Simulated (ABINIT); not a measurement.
The system is PbF2 (Fluorocronite).

```
CELL_PARAMETERS angstrom
0.00000 2.96366 2.96366
2.96366 0.00000 2.96366
2.96366 2.96366 0.00000
ATOMIC_POSITIONS crystal
Pb 0.00000 0.00000 0.00000
F 0.75000 0.75000 0.75000
F 0.25000 0.25000 0.25000
```

* Program: ABINIT 10.8.3 (patched build)
* Task: relaxation of cell and atoms
* Functional: LDA
* Potentials or basis: PseudoDojo NC SR LDA v0.4.1 standard
* Cutoff: 1143 eV
* k mesh: 6 × 6 × 6
* Occupations: fermi-dirac, width 0.05 eV
* Spin: no spin polarisation

At the start: pressure -4.5 GPa; volume 17.35 Å³/atom.

Q: Where does the relaxation end?

A: Over 5 steps the energy falls by 14.8 meV/atom and the volume is 16.36 Å³/atom (-5.7 %); space group Fm-3m (No. 225, to 0.05 Å).

Step by step:
| step | energy change (eV) | largest force (eV/Å) | pressure (GPa) | volume (Å³) |
| --- | --- | --- | --- | --- |
| 1 | 0.0000 | 0.0000 | -4.51 | 52.06 |
| 2 | -0.0181 | 0.0000 | -3.57 | 51.35 |
| 3 | -0.0442 | 0.0000 | 0.40 | 48.85 |
| 4 | -0.0445 | 0.0000 | -0.03 | 49.09 |
| 5 | -0.0445 | 0.0000 | 0.00 | 49.08 |

Final structure:
```cif
data_structure
_symmetry_space_group_name_H-M 'P 1'
_symmetry_Int_Tables_number 1
_cell_length_a 4.1095
_cell_length_b 4.1095
_cell_length_c 4.1095
_cell_angle_alpha 60.000
_cell_angle_beta 60.000
_cell_angle_gamma 60.000
_cell_volume 49.08
loop_
_atom_site_label
_atom_site_type_symbol
_atom_site_fract_x
_atom_site_fract_y
_atom_site_fract_z
_atom_site_occupancy
Pb1 Pb 0.00000 0.00000 0.00000 1
F1 F 0.75000 0.75000 0.75000 1
F2 F 0.25000 0.25000 0.25000 1
```
